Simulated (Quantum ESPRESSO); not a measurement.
Crystal: WC.

```
W C
1.0
     0.00000    2.19268    2.19268
     2.19268    0.00000    2.19268
     2.19268    2.19268    0.00000
W C
1 1
Direct
  0.00000 0.00000 0.00000
  0.50000 0.50000 0.50000
```

Measurements of this composition are mostly on another form, of space group No. 187.

| Property | Result |
| --- | --- |
| Program | Quantum ESPRESSO 7.5 |
| Task | phonons |
| Functional | revPBE |
| Potentials or basis | GBRV 1.5 PBE |
| Cutoff | 762 eV |
| Density cutoff | 6095 eV |
| k mesh | 10 × 10 × 10 |
| Occupations | cold, width 0.2 eV |
| Spin | no spin polarisation |
| Mixing beta | 0.5 |
| Most SCF iterations | 120 |
| SCF threshold | 4e-10 Ry |

The cell and the atoms were relaxed first, to 10.58 Å³/atom (a = 3.105 Å, b = 3.105 Å, c = 3.105 Å, α = 60.00°, β = 60.00°, γ = 60.00°), and the response was taken there.

Problem. Where do the zone-centre optical modes lie?

Solution. T1u at 420 cm⁻¹ (IR).

Optical modes at Γ, degenerate ones joined:
| cm⁻¹ | components | symmetry | active in |
| --- | --- | --- | --- |
| 420 | 3 | T1u | IR |

Caveat: the potentials were made for another functional, which shifts forces and pressure.
